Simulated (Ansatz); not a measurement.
MnS (space group Fm-3m) relaxed with several functionals in Ansatz (plane waves to 420 eV, scalar-relativistic PAW, no spin-orbit coupling, symmetry kept). The database cell has 17.67 Å³/atom; its temperature or method isn't stated, so the comparison with it is no error of the functional. Collinear spin. The rows ended in different magnetic states, which can move the volume more than the functional does, and a row that lost its moments may have ended in a higher state.

```tsv
functional	conventional cell	V (Å³/atom)	against the database cell (%)	gap on mesh (eV)	largest moment (μB)
PBE	a = 5.095 Å, b = 5.095 Å, c = 5.095 Å, α = 90.00°, β = 90.00°, γ = 90.00°	16.53	-6.4	0.00	4.02
LDA	a = 4.793 Å, b = 4.793 Å, c = 4.793 Å, α = 90.00°, β = 90.00°, γ = 90.00°	13.77	-22.1	0.00	3.16
PBE+D3(BJ)	a = 5.021 Å, b = 5.021 Å, c = 5.021 Å, α = 90.00°, β = 90.00°, γ = 90.00°	15.82	-10.4	0.00	3.91
```

The cell holds one magnetic atom, so it can only be ferromagnetic; an antiferromagnetic order may lie lower.